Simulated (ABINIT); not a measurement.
Wanted: the native input for an ABINIT 10.8.3 (patched build) run.

```yaml
Task: equation of state
Functional: HCTH407
Potentials_or_basis: JTH PAW PBE v2.0
Cutoff: 408 eV
k_mesh: 10 × 10 × 5
Occupations: fermi-dirac, width 0.05 eV
Spin: no spin polarisation
Fine-grid_cutoff: 816.342 eV
Exchange_and_correlation_inside_the_PAW_spheres: full angular mesh (pawxcdev 0, this build's default; the released program takes 1)
```

Crystal: Mg.

```xyz
2
Lattice="3.2093 0.0000 0.0000 -1.6046 2.7793 0.0000 0.0000 0.0000 5.2103" Properties=species:S:1:pos:R:3 pbc="T T T"
Mg    1.6047    0.9264    3.9077
Mg    0.0000    1.8529    1.3026
```

The input as run:

run.abi

```
# Datasets: one volume each
ndtset 7
getwfk -1
scalecart1 3*0.9795861087
scalecart2 3*0.9864848297
scalecart3 3*0.9932883884
scalecart4 3*1.0000000000
scalecart5 3*1.0066227096
scalecart6 3*1.0131594038
scalecart7 3*1.0196128224

# Pseudopotentials
pp_dirpath "./"
pseudos "Mg.GGA_PBE-JTH.xml"

# Structure
acell 6.0646980518 6.0646980518 9.8460400271
rprim
     1.0000000000     0.0000000000     0.0000000000
    -0.5000000000     0.8660254038     0.0000000000
     0.0000000000     0.0000000000     1.0000000000
ntypat 1
znucl 12
natom 2
typat 1 1
xred
     0.6666666667     0.3333333333     0.7500000000
     0.3333333333     0.6666666667     0.2500000000

# Plane-wave basis
ecut 15.0
pawecutdg 30.0

# k points
kptopt 1
ngkpt 10 10 5
nshiftk 1
shiftk 0.0 0.0 0.0

# Exchange and correlation
ixc 27

# Bands and occupations
nband 14
occopt 3
tsmear 0.05 eV

# SCF cycle
nstep 100
tolvrs 1.0e-9

# Output
iomode 3
prtwf 1
prtden 0
prteig 0
prtebands 0
enunit 1
```

Potentials or basis: JTH PAW PBE v2.0.

Run with:

```sh
$ abinit run.abi > log 2>&1
```

It gave:

```json
{
  "Equilibrium volume": "22.57 Å³/atom",
  "Bulk modulus at fixed shape and positions": "42 GPa",
  "Pressure derivative of the bulk modulus": "3.8 (rough: it moves with the points fitted)"
}
```

Caveat: the cutoff is too short for stress, so the log's stress isn't used; pressures at fixed basis lie under the slope of the energies; the cell was scaled at fixed shape and fractional positions, which overstates the stiffness of a crystal with free parameters, most of all of layers and chains; the PAW data sets were made with another functional, which shifts forces and pressure a little.

Run time: 2.2 min on 1 thread of Arm Neoverse V1, with other jobs on the host, peak memory 0.13 GiB.
